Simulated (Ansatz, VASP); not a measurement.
**W: VASP beside Ansatz**

```
CELL_PARAMETERS angstrom
4.73338 0.00000 0.00000
-2.36669 4.09923 0.00000
0.00000 0.00000 2.63224
ATOMIC_POSITIONS crystal
W 0.00000 0.00000 0.00000
W 0.33333 0.66667 0.50000
W 0.66667 0.33333 0.50000
```

Alike in both runs: task single point; functional LDA; k mesh 9 × 9 × 14; occupations fermi-dirac, width 0.1 eV; no spin polarisation.

|  | VASP | Ansatz |
| --- | --- | --- |
| version | VASP 6.6.1 | Ansatz 0.2.0 |
| potentials or method | VASP PAW LDA potentials, release 64 (W_sv) | plane waves (420 eV) with PAW, scalar-relativistic |
| plane-wave cutoff (eV) | 520 | 420 |
| valence electrons in the cell | 42 | 42 |

```tsv
	VASP	Ansatz	Ansatz less VASP
pressure (GPa)	-18.5	-19.9	-1.40
largest component of the traceless stress (GPa)	2.27	2.60	+0.329
```

Ansatz warned: «pseudo_functional_mismatch».

Caveats: so large a pressure means that the cell lies far from this level's equilibrium, or that cutoff or potentials fall short (VASP). Spin-orbit coupling is left out, which matters for the levels of W.
